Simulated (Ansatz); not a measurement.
**PbS (Galena) under changes of volume**

One of the cells (26.086 Å³/atom); the others are scaled copies at fixed shape and fractional positions:

```
Pb S
1.0
     0.00000    2.96575    2.96575
     2.96575    0.00000    2.96575
     2.96575    2.96575    0.00000
Pb S
1 1
Direct
  0.00000 0.00000 0.00000
  0.50000 0.50000 0.50000
```

| Property | Result |
| --- | --- |
| Program | Ansatz 0.2.0 |
| Functional | PBEsol |
| Dispersion | D4 |
| Potentials or basis | Ansatz PAW |
| Cutoff | 420 eV (not typed: the program's choice for these potentials) |
| k mesh | 8 × 8 × 8 |
| Occupations | fermi-dirac, width 0.05 eV |
| Spin | no spin polarisation |

```tsv
volume (Å³/atom)	energy over the lowest point (meV/atom)	pressure (GPa)	gap on the mesh (eV)
24.521	3.05	1.6	0.00
25.042	0.00	0.3	0.09
25.564	1.16	-1.0	0.17
26.086	?	?	?
26.607	14.65	-3.1	0.32
27.129	26.01	-3.8	0.39
27.651	38.68	-3.8	0.45
```

Task: What does the run at 26.086 Å³/atom give?

Result: Energy over the lowest point 6.18 meV/atom; pressure -2.1 GPa; gap on the mesh 0.25 eV.

Worked out: A Birch-Murnaghan fit of order 3 (a polynomial in V^(-2/3)) to the other rows has its minimum at 25.13 Å³/atom with B0 = V·E''(V) = 66 GPa (rough, since the energies scatter). It gives 6.46 meV/atom at 26.086 Å³/atom, against the run's 6.18, and -dE/dV = -2.1 GPa, against -2.1.

Energies are extrapolated to zero smearing.

Caveats: spin-orbit coupling is left out, which as a rule narrows the gap of such compounds by several tenths of an eV; the PAW data sets come from PBE, with cores solved anew for the run's functional, which leaves a small shift of forces and pressure.

A mesh can miss the band edges.
